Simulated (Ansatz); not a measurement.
InN (zinc blende)

```
CELL_PARAMETERS angstrom
      0.00000     2.52471     2.52471
      2.52471     0.00000     2.52471
      2.52471     2.52471     0.00000
ATOMIC_POSITIONS crystal
  N  0.75000 0.75000 0.75000
  In 0.00000 0.00000 0.00000
```

The slice is a {110} plane (indices of the conventional cell) through the point (0.000, 0.000, 0.000) (fractional), spanned by u = [100] and v = [1 -1 -1] in vectors of this cell: u (3.57 Å) and v (5.05 Å, at 90° to u). It covers one period; positions are fractions (u, v).

Level of theory: PBE (plane waves to 420 eV, PAW, scalar-relativistic; Ansatz, an electronic-structure program). k mesh 11×11×11. Near the nuclei the fields are pseudised (PAW); where an atom keeps semicore shells as valence, they peak there. At this level the bands of InN touch or barely overlap; measurements give the solid a gap. InN was relaxed with its symmetry unable to fall. The PAW data are Ansatz's earlier set.

Problem. What is the ELF at the midpoint of the shortest N–In line in this plane (2.19 Å)?

Solution. 0.2.

Problem. What is the valence density on the shortest N–In line in this plane (2.19 Å), at its midpoint?

Solution. 0.54 e/Å³.

Problem. Predict the map of the electron localisation function (ELF) on the slice.

Solution. 
```
|xxxx    ::::::..::::::::::..::::::    xx|
|xx    ..::::::..............::::::..    |
|    ..::--::::....      ....::::--::..  |
|::::::::::::::..          ..::::::::::::|
|::::::::::::....          ....::::::::::|
|::............              ............|
|............                  ..........|
|........                          ......|
|                                        |
|                                        |
|                                        |
|                ..........              |
|            ....::::::::::....          |
|          ....::--======--::....        |
|        ..::--==++******++==--::..      |
|        ::--++**##%%%%%%##**++--::      |
|      ..--++##%%@@@@@@@@@@%%##++--..    |
|    ..::==**%%@@@@@@@@@@@@@@%%**==::..  |
|    ..--++##@@@@%%##xx##%%@@@@##++--..  |
|......--**%%@@@@##xxxxxx##@@@@%%**--....|
|......--++%%@@@@xxxxxxxxxx@@@@%%++--....|
|::....::==%%@@@@##xxxxxx##@@@@%%==::....|
|::::::..::**@@@@@@##xx##@@@@@@**::..::::|
|::::::::::--##@@@@@@@@@@@@@@##--::::::::|
|    ..::::::==%%@@@@@@@@@@##==::::::..  |
|xx    ..::::::++##%%%%%%##++::::::..    |
|xxxx    ::::::--++******++--::::::    xx|
|xxxxxx  ::::::::--======--::::::::  xxxx|
```
Scale: ten equal steps from 0.01 (start of ' ') to 0.84 (end of '@'), in the order ' .:-=+*#%@'. Values: electron localisation function (ELF). The map has 20 points along u (two characters each, u = 0 at the left) and 28 along v (v = 0 in the bottom row). Points within 0.4 Å of a nucleus are blanked (x), as the pseudised field means little there.
